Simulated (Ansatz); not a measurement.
ZnCu2SnS4, 8 atoms in the cell. It takes space group I-42m (No. 121, tetragonal). The conventional cell has a = 5.397 Å, b = 5.397 Å, c = 10.791 Å, α = 90.00°, β = 90.00°, γ = 90.00°. Around Sn (site symmetry -42m) lie 4 S at 2.44 Å. Zn (site symmetry -42m) is surrounded by 4 S at 2.34 Å. Cu (site symmetry -4) has 4 S at 2.29 Å as nearest neighbours. S (site symmetry m) has 2 Cu at 2.29 Å and 1 Zn at 2.34 Å and 1 Sn at 2.44 Å as nearest neighbours. The cell is a database's computed one.

| Property | Result |
| --- | --- |
| Program | Ansatz 0.2.0 |
| Task | single point |
| Functional | PBEsol |
| Potentials or basis | Ansatz PAW |
| Cutoff | 420 eV (not typed: the program's choice for these potentials) |
| k mesh | 7 × 7 × 7 |
| Occupations | fermi-dirac, width 0.05 eV |
| Spin | no spin polarisation |

Potentials or basis: Ansatz PAW.

The run is started by

```console
$ ansatz run input.yaml --threads 4 --pin off --max-ram 11264MiB --backend cpu --events-out ev --progress --plain --runs-dir out
```

Hardware: 4 threads of Arm Neoverse V2, on a shared host.

Estimate the wall time of this run.

Run time: 9.7 s on 4 threads of Arm Neoverse V2, with other jobs on the host, peak memory 0.65 GiB. Counts: scf iterations 9, plane waves 3067, k points 40, bands 53.
